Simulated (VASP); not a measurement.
# Fe (Im-3m) in VASP: notebook, part 2 of 2

VASP 6.6.1. The steps go on from the part before.

## 4. Relaxation of cell and atoms, LDA, collinear spin, ferromagnetic start

Contents of INCAR:

```
SYSTEM = Fe
ALGO = Normal
AMIX = 0.2
AMIX_MAG = 0.8
BMIX = 1E-4
BMIX_MAG = 1E-4
EDIFF = 1E-6
EDIFFG = -0.01
ENCUT = 600
IBRION = 2
ISIF = 3
ISMEAR = 1
ISPIN = 2
LASPH = .TRUE.
LCHARG = .FALSE.
LMAXMIX = 4
LORBIT = 11
LREAL = .FALSE.
LWAVE = .FALSE.
MAGMOM = 4
NELM = 150
NSW = 90
PREC = Accurate
SIGMA = 0.1
```

Contents of KPOINTS:

```
k-points
0
G
  18 18 18
  0 0 0
```

Contents of POSCAR:

```
Fe
1.0
   -1.4430000000      1.4430000000      1.4430000000
    1.4430000000     -1.4430000000      1.4430000000
    1.4430000000      1.4430000000     -1.4430000000
Fe
1
Direct
    0.0000000000      0.0000000000      0.0000000000
```

Potentials or basis: VASP PAW LDA potentials, release 64 (Fe).

Launch:

```sh
$ cat potpaw_LDA.64/Fe/POTCAR > POTCAR
$ mpirun -np 1 vasp_std > vasp.out
```

Run time: 2.4 min. Hardware: 1 thread of Intel Xeon Platinum 8259CL at 2.50GHz (Skylake/Cascade Lake), shared host; peak memory 0.18 GiB.

The run converged. Its results:

* Free energy: -9.2249 eV
* Relaxed volume: 10.36 Å³/atom
* Relaxed cell: a = 2.378 Å, b = 2.378 Å, c = 2.378 Å, α = 109.47°, β = 109.47°, γ = 109.47°
* Space group after relaxing (to 0.05 Å): Im-3m (No. 229)
* Energy gained by relaxing: 155.6 meV/atom
* Ionic steps: 7
* Pressure after relaxing: 0.0 GPa
* Band gap on the k mesh: none (metal or under the smearing width)
* Net moment: 1.95 μB per cell
* Site moments: Fe +1.92 μB
* Valence electrons inside the program's atomic spheres: Fe 7.49

Step by step:
```
step  energy change (eV)  largest force (eV/Å)  pressure (GPa)  volume (Å³)
   1              0.0000                0.0000          -26.56        12.02
   2              0.0693                0.0000           56.51         8.88
   3             -0.1554                0.0000           -1.35        10.41
   4             -0.1556                0.0000           -0.48        10.37
   5             -0.1556                0.0000            0.32        10.34
   6             -0.1556                0.0000           -0.17        10.37
   7             -0.1556                0.0000           -0.05        10.36
```

Final structure:
```
Fe
1.0
    -1.37319    1.37319    1.37319
     1.37319   -1.37319    1.37319
     1.37319    1.37319   -1.37319
Fe
1
Direct
  0.00000 0.00000 0.00000
```

Levels at points of the mesh, in eV from the Fermi level:
Spin up:
| k point | band 1 | band 2 | band 3 | band 4 | band 5 | band 6 | band 7 | band 8 | band 9 | band 10 |
| --- | --- | --- | --- | --- | --- | --- | --- | --- | --- | --- |
| (0.00, 0.00, 0.00) | -9.13 | -2.52 | -2.52 | -2.52 | -0.96 | -0.96 | 25.71 | 25.71 | 25.71 | 31.48 |
| (0.50, 0.00, 0.00) | -5.51 | -3.79 | -0.92 | -0.73 | 0.35 | 0.62 | 8.18 | 18.97 | 21.49 | 24.74 |
| (0.50, 0.50, 0.50) | -5.41 | -5.41 | 0.31 | 0.31 | 0.31 | 10.42 | 10.42 | 10.42 | 16.62 | 16.62 |
Spin down:
```
           k point  band 1  band 2  band 3  band 4  band 5  band 6  band 7  band 8
(0.00, 0.00, 0.00)   -8.75   -0.94   -0.94   -0.94    1.13    1.13   25.89   25.89
(0.50, 0.00, 0.00)   -4.39   -2.36    0.73    1.05    1.42    2.46    9.41   19.29
(0.50, 0.50, 0.50)   -3.98   -3.98    2.11    2.11    2.11   10.87   10.87   10.87
```

Caveat: the volume moved by -14 % from the deposited cell, more than functionals usually miss. Zero-point motion and thermal expansion aren't in these numbers.

## 5. Relaxation of cell and atoms, LDA, collinear spin, ferromagnetic start

This run uses another cell than the first one, of 10.36 Å³/atom, 0.862 times its volume.

INCAR: that of step 4 with these lines changed.

```diff
@@ -6,4 +6,4 @@
 BMIX_MAG = 1E-4
-EDIFF = 1E-6
-EDIFFG = -0.01
+EDIFF = 1E-7
+EDIFFG = -0.005
 ENCUT = 600
```

KPOINTS is that of step 4.

Contents of POSCAR:

```
Fe                                      
1.0
   -1.3731940337      1.3731940337      1.3731940337
    1.3731940337     -1.3731940337      1.3731940337
    1.3731940337      1.3731940337     -1.3731940337
  Fe            
     1
Direct
     0.0000000000000000    0.0000000000000000    0.0000000000000000
```

Potentials or basis: VASP PAW LDA potentials, release 64 (Fe).

Launch:

```sh
$ cat potpaw_LDA.64/Fe/POTCAR > POTCAR
$ mpirun -np 1 vasp_std > vasp.out
```

OUTCAR:

```text
SYSTEM = Fe
   AMIX = 0.2
   AMIX_MAG = 0.8
   EDIFF = 1E-7
   EDIFFG = -0.005
   ENCUT = 600
   IBRION = 2
   ISIF = 3
   ISMEAR = 1
   ISPIN = 2
   LASPH = .TRUE.
   LORBIT = 11
   LREAL = .FALSE.
   NELM = 150
   NSW = 90
   PREC = Accurate

 ion  position               nearest neighbor table
   1  0.000  0.000  0.000-

  LATTYP: Found a body centered cubic cell.
 ALAT       =     2.7463880674

  Lattice vectors:

 A1 = (  -1.3731940337,   1.3731940337,   1.3731940337)
 A2 = (   1.3731940337,  -1.3731940337,   1.3731940337)
 A3 = (   1.3731940337,   1.3731940337,  -1.3731940337)

Analysis of symmetry for initial positions (statically):
=====================================================================
 Subroutine PRICEL returns:
 Original cell was already a primitive cell.

 Routine SETGRP: Setting up the symmetry group for a
 body centered cubic supercell.

 Subroutine GETGRP returns: Found 48 space group operations
 (whereof 48 operations were pure point group operations)
[... 504 lines left out ...]
  band No.  band energies     occupation
      1      -1.9873      1.00000
      2       5.8278      1.00000
      3       5.8278      1.00000
      4       5.8278      1.00000
      5       7.9010     -0.00000
      6       7.9010     -0.00000
      7      32.6549      0.00000
      8      32.6549      0.00000
      9      32.6549      0.00000
     10      38.7296      0.00000
[... 287 lines left out ...]
 k-point    24 :       0.3889    0.1111   -0.0000
  band No.  band energies     occupation
      1       2.6470      1.00000
      2       4.4798      1.00000
      3       6.1965      1.00000
      4       7.7570     -0.00000
      5       8.3735     -0.00000
      6      10.0800      0.00000
      7      16.8739      0.00000
      8      24.4077      0.00000
      9      27.9872      0.00000
     10      33.5568      0.00000

 [... further k-points ...]
[... 5 lines left out ...]
  --------------------------------------------------------------------------------------
  -------------------------------------------------------------------------------------
  Total       -0.0031003     -0.0031003     -0.0031003      0.0000000     -0.0000000     -0.0000000
  in kB       -0.4795785     -0.4795785     -0.4795785      0.0000000     -0.0000000     -0.0000000
  external PRESSURE =      -0.4795785 kB  Pullay stress =       0.0000000 kB

 VOLUME and BASIS-vectors are now :
 -----------------------------------------------------------------------------
  energy-cutoff  :      600.00
  volume of cell :       10.36
      direct lattice vectors                 reciprocal lattice vectors
    -1.373194034  1.373194034  1.373194034     0.000000000  0.364114603  0.364114603
     1.373194034 -1.373194034  1.373194034     0.364114603  0.000000000  0.364114603
     1.373194034  1.373194034 -1.373194034     0.364114603  0.364114603  0.000000000

 POSITION                                       TOTAL-FORCE (eV/Angst)
 -----------------------------------------------------------------------------------
      0.00000      0.00000      0.00000        -0.000000     -0.000000     -0.000000
 -----------------------------------------------------------------------------------
    total drift:                                0.000000     -0.000000      0.000000

  FREE ENERGIE OF THE ION-ELECTRON SYSTEM (eV)
  ---------------------------------------------------
  free  energy   TOTEN  =        -9.2242168517 eV

  energy  without entropy=       -9.2245272455  energy(sigma->0) =       -9.22432032

 reached required accuracy - stopping structural energy minimisation

 total charge

# of ion       s       p       d       tot
------------------------------------------
    1        0.529   0.621   6.336   7.487

 magnetization (x)

# of ion       s       p       d       tot
------------------------------------------
    1       -0.009  -0.031   1.958   1.918
```

OSZICAR:

```text
N       E                     dE             d eps       ncg     rms          rms(c)
DAV:   1     0.203962193855E+02    0.20396E+02   -0.48183E+03  8090   0.127E+03
DAV:   2    -0.918594278573E+01   -0.29582E+02   -0.27433E+02  7906   0.144E+02
DAV:   3    -0.975853854232E+01   -0.57260E+00   -0.56984E+00  8686   0.256E+01
DAV:   4    -0.976122761399E+01   -0.26891E-02   -0.26886E-02  8504   0.158E+00
DAV:   5    -0.976124942987E+01   -0.21816E-04   -0.21815E-04  8530   0.138E-01    0.148E+01
DAV:   6    -0.940862609022E+01    0.35262E+00   -0.25267E+00  8516   0.265E+01    0.683E+00
DAV:   7    -0.925484485863E+01    0.15378E+00   -0.14868E+00  8622   0.187E+01    0.289E+00
DAV:   8    -0.924314802625E+01    0.11697E-01   -0.15931E-02  9278   0.213E+00    0.225E+00
DAV:   9    -0.922940444560E+01    0.13744E-01   -0.16260E-03  8518   0.574E-01    0.112E+00
DAV:  10    -0.922421137196E+01    0.51931E-02   -0.65604E-03  8588   0.158E+00    0.606E-02
DAV:  11    -0.922421628312E+01   -0.49112E-05   -0.17621E-05  8644   0.524E-02    0.352E-02
DAV:  12    -0.922421579411E+01    0.48901E-06   -0.20396E-05  8854   0.640E-02    0.268E-02
DAV:  13    -0.922421658164E+01   -0.78753E-06   -0.20015E-06  8198   0.224E-02    0.969E-03
DAV:  14    -0.922421684240E+01   -0.26076E-06   -0.15885E-06  6076   0.154E-02    0.508E-04
DAV:  15    -0.922421685166E+01   -0.92601E-08   -0.10615E-08  4146   0.114E-03
   1 F= -.92242169E+01 E0= -.92243203E+01  d E =-.922422E+01  mag=     1.9517
```

It took 37 s on 1 thread of Intel Xeon Platinum 8259CL at 2.50GHz (Skylake/Cascade Lake), shared host; peak memory 0.16 GiB.

What came out:

```yaml
Free_energy: -9.2242 eV
Pressure_after_relaxing: 0.0 GPa
Band_gap_on_the_k_mesh: none (metal or under the smearing width)
Net_moment: 1.95 μB per cell
Site_moments: Fe +1.92 μB
Valence_electrons_inside_the_program's_atomic_spheres: Fe 7.49
```

Final structure:
```
CELL_PARAMETERS angstrom
-1.37319 1.37319 1.37319
1.37319 -1.37319 1.37319
1.37319 1.37319 -1.37319
ATOMIC_POSITIONS crystal
Fe 0.00000 0.00000 0.00000
```

Levels at points of the mesh, in eV from the Fermi level:
Spin up:
```csv
k point,band 1,band 2,band 3,band 4,band 5,band 6,band 7,band 8,band 9,band 10
"(0.00, 0.00, 0.00)",-9.13,-2.52,-2.52,-2.52,-0.96,-0.96,25.71,25.71,25.71,31.48
"(0.50, 0.00, 0.00)",-5.51,-3.79,-0.92,-0.73,0.35,0.63,8.18,18.97,21.49,24.74
"(0.50, 0.50, 0.50)",-5.41,-5.41,0.31,0.31,0.31,10.42,10.42,10.42,16.62,16.62
```
Spin down:
```
           k point  band 1  band 2  band 3  band 4  band 5  band 6  band 7
(0.00, 0.00, 0.00)   -8.75   -0.94   -0.94   -0.94    1.13    1.13   25.89
(0.50, 0.00, 0.00)   -4.39   -2.36    0.73    1.05    1.42    2.46    9.41
(0.50, 0.50, 0.50)   -3.98   -3.98    2.11    2.11    2.11   10.87   10.87
```

Caveat: the relaxation stopped at its first step, so nothing moved.

## 6. Relaxation of cell and atoms, rev-vdW-DF2, collinear spin, ferromagnetic start

Contents of INCAR:

```
SYSTEM = Fe
AGGAC = 0.0
ALGO = Normal
AMIX = 0.2
AMIX_MAG = 0.8
BMIX = 1E-4
BMIX_MAG = 1E-4
EDIFF = 1E-6
EDIFFG = -0.01
ENCUT = 600
GGA = MK
IBRION = 2
ISIF = 3
ISMEAR = 1
ISPIN = 2
LASPH = .TRUE.
LCHARG = .FALSE.
LMAXMIX = 4
LORBIT = 11
LREAL = .FALSE.
LUSE_VDW = .TRUE.
LWAVE = .FALSE.
MAGMOM = 4
NELM = 150
NSW = 90
PARAM1 = 0.1234
PARAM2 = 0.711357
PREC = Accurate
SIGMA = 0.1
ZAB_VDW = -1.8867
```

KPOINTS is that of step 5.

Contents of POSCAR:

```
Fe
1.0
   -1.4430000000      1.4430000000      1.4430000000
    1.4430000000     -1.4430000000      1.4430000000
    1.4430000000      1.4430000000     -1.4430000000
Fe
1
Direct
    0.0000000000      0.0000000000      0.0000000000
```

Potentials or basis: VASP PAW PBE potentials, release 64 (Fe).

Launch:

```sh
$ cat potpaw_PBE.64/Fe/POTCAR > POTCAR
$ mpirun -np 1 vasp_std > vasp.out
```

Wall time 2 min (1 thread of AMD EPYC 7R13 (Zen 3), shared host); peak memory 0.25 GiB.

Results (log left out):

- Free energy: -6.1628 eV
- Relaxed volume: 11.06 Å³/atom
- Relaxed cell: a = 2.431 Å, b = 2.431 Å, c = 2.431 Å, α = 109.47°, β = 109.47°, γ = 109.47°
- Space group after relaxing (to 0.05 Å): Im-3m (No. 229)
- Energy gained by relaxing: 48.3 meV/atom
- Ionic steps: 3
- Pressure after relaxing: -0.1 GPa
- Band gap on the k mesh: none (metal or under the smearing width)
- Net moment: 2.13 μB per cell
- Site moments: Fe +2.11 μB
- Valence electrons inside the program's atomic spheres: Fe 7.34

The path:
| step | energy change (eV) | largest force (eV/Å) | pressure (GPa) | volume (Å³) |
| --- | --- | --- | --- | --- |
| 1 | 0.0000 | 0.0000 | -14.68 | 12.02 |
| 2 | 0.0012 | 0.0000 | 19.99 | 10.20 |
| 3 | -0.0483 | 0.0000 | -0.10 | 11.06 |

Final structure:
```cif
data_structure
_symmetry_space_group_name_H-M 'P 1'
_symmetry_Int_Tables_number 1
_cell_length_a 2.4312
_cell_length_b 2.4312
_cell_length_c 2.4312
_cell_angle_alpha 109.471
_cell_angle_beta 109.471
_cell_angle_gamma 109.471
_cell_volume 11.06
loop_
_atom_site_label
_atom_site_type_symbol
_atom_site_fract_x
_atom_site_fract_y
_atom_site_fract_z
_atom_site_occupancy
Fe1 Fe 0.00000 0.00000 0.00000 1
```

Levels at points of the mesh, in eV from the Fermi level:
Spin up:
| k point | band 2 | band 3 | band 4 | band 5 | band 6 | band 7 | band 8 | band 9 |
| --- | --- | --- | --- | --- | --- | --- | --- | --- |
| (0.00, 0.00, 0.00) | -2.37 | -2.37 | -2.37 | -1.05 | -1.05 | 25.29 | 25.29 | 25.29 |
| (0.50, 0.00, 0.00) | -3.50 | -1.00 | -0.85 | 0.44 | 0.49 | 7.57 | 18.59 | 20.56 |
| (0.50, 0.50, 0.50) | -4.99 | 0.16 | 0.16 | 0.16 | 10.07 | 10.07 | 10.07 | 15.97 |
Spin down:
```tsv
k point	band 1	band 2	band 3	band 4	band 5	band 6	band 7	band 8
(0.00, 0.00, 0.00)	-8.38	-0.57	-0.57	-0.57	1.48	1.48	25.20	25.20
(0.50, 0.00, 0.00)	-3.85	-1.89	0.70	1.35	1.74	2.53	8.89	18.73
(0.50, 0.50, 0.50)	-3.29	-3.29	2.22	2.22	2.22	10.41	10.41	10.41
```

Caveat: the PAW data sets were made with another functional, which shifts forces and pressure a little.

## 7. Overview

```tsv
level	potentials or basis	gap on the mesh (eV)	pressure (GPa)	moment (μB)
PBEsol	VASP PAW PBE potentials, release 64 (Fe)	none	-0.1	2.12
LDA	VASP PAW LDA potentials, release 64 (Fe)	none	0.0	1.95
rev-vdW-DF2	VASP PAW PBE potentials, release 64 (Fe)	none	-0.1	2.13
```

Alike in all rows: task relaxation of cell and atoms; spin collinear, ferromagnetic start; cell relaxed; k mesh 18 × 18 × 18; cutoff (eV) 600; smearing methfessel-paxton 0.1 eV.

Caveats: the relaxation stopped at its first step, so nothing moved (some runs); the PAW data sets were made with another functional, which shifts forces and pressure a little (some runs).

Total energies depend on the potentials used, so only differences within one code and one set of settings carry meaning.
